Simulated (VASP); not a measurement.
Set up this calculation in VASP 6.6.1, as the native input.

```
Task                   : relaxation of cell and atoms
Functional             : PBE
Potentials or basis    : VASP PAW PBE potentials, release 64 (Ni)
Cutoff                 : 700 eV
k mesh                 : 20 × 20 × 20
Occupations            : gaussian, width 0.1 eV
Spin                   : collinear spin, ferromagnetic start
Starting moments       : [0.8] μB
Further INCAR settings : ALGO = Normal; EDIFF = 1e-07; IBRION = 2; EDIFFG = -0.002; NSW = 80; ISIF = 3
```

The structure of Ni lies in POSCAR:

```
Ni                                      
1.0
   -0.0000000000      1.7590132656      1.7590132656
    1.7590132656      0.0000000000      1.7590132656
    1.7590132656      1.7590132656     -0.0000000000
  Ni            
     1
Direct
     0.0000000000000000    0.0000000000000000    0.0000000000000000
```

One way to write it, as run:

INCAR

```
PREC = Accurate
ENCUT = 700
EDIFF = 1E-7
ISMEAR = 0
SIGMA = 0.1
LREAL = False
LASPH = True
NELM = 150
ALGO = Normal
ISIF = 3
LWAVE = False
LCHARG = False
ISPIN = 2
MAGMOM = 0.8
LORBIT = 11
LMAXMIX = 4
GGA = PE
IBRION = 2
NSW = 80
EDIFFG = -0.002
```

KPOINTS

```
Automatic mesh
0
Gamma
  20 20 20
```

Potentials or basis: VASP PAW PBE potentials, release 64 (Ni).

Launch:

```bash
$ cat potpaw_PBE.64/Ni/POTCAR > POTCAR
$ mpirun -np 1 vasp_std > vasp.out
```

It gave:

* Pressure after relaxing: 0.0 GPa
* Band gap on the k mesh: none (metal or under the smearing width)
* Net moment: 0.63 μB per cell
* Site moments: Ni +0.64 μB
* Valence electrons inside the program's atomic spheres: Ni 9.31

Caveat: the relaxation stopped at its first step, so nothing moved.

It took 34 s on 1 thread of Intel(R) Xeon(R) 6975P-C (Granite Rapids), with other jobs on the host, peak memory 0.2 GiB.
